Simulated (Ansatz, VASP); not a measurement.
## Te in VASP and in Ansatz

Contents of INCAR:

```
SYSTEM = Te
  ALGO = Normal
  EDIFF = 1E-6
  ENCUT = 520
  GGA = PS
  ISIF = 2
  ISMEAR = -1
  LASPH = .TRUE.
  LCHARG = .FALSE.
  LREAL = .FALSE.
  LWAVE = .FALSE.
  NBANDS = 9
  NELM = 100
  PREC = Accurate
  SIGMA = 0.1
```

Contents of KPOINTS:

```
k-points
0
G
  11 11 11
  0 0 0
```

Contents of POSCAR:

```
Te
1.0
    3.0194418603      0.0000000000      0.0000000000
    0.0000000000      3.0194418603      0.0000000000
    0.0000000000      0.0000000000      3.0194418603
Te
1
Direct
    0.0000000000      0.0000000000      0.0000000000
```

Input for Ansatz:

```yaml
crystal:
  lattice:
    - [3.0194418603, 0.0, 0.0]
    - [0.0, 3.0194418603, 0.0]
    - [0.0, 0.0, 3.0194418603]
  atoms:
    - { symbol: Te, position: [0.0, 0.0, 0.0] }
hamiltonian:
  xc: pbesol
  pseudopotentials:
    kind: paw
    azcp:
      Te: "pseudopotentials/Te.paw.azcp"
basis:
  ecutwfc: 420
  fft_grid_basis: typed
kpoints:
  mp_grid: { grid: [11, 11, 11], shift: [0, 0, 0] }
magnetization:
  spin_polarized: false
scf:
  occupations: { method: fermi_dirac, width: 0.1 }
  lower_state_search: "off"
output:
  stress: true
```

Alike in both runs: task single point; functional PBEsol; k mesh 11 × 11 × 11; occupations fermi-dirac, width 0.1 eV; no spin polarisation.

|  | VASP | Ansatz |
| --- | --- | --- |
| version | VASP 6.6.1 | Ansatz 0.2.0 |
| potentials or method | VASP PAW PBE potentials, release 64 (Te) | plane waves (420 eV) with PAW, scalar-relativistic |
| plane-wave cutoff (eV) | 520 | 420 |
| valence electrons in the cell | 6 | 16 |

|  | VASP | Ansatz | Ansatz less VASP |
| --- | --- | --- | --- |
| pressure (GPa) | 10.3 | 10.1 | -0.17 |

The two sets of potentials don't hold the same shells in valence. Ansatz warned: «pseudo_functional_mismatch».

Caveats: the PAW data sets were made with another functional, which shifts forces and pressure a little (VASP). Spin-orbit coupling is left out, which matters for the levels of Te.
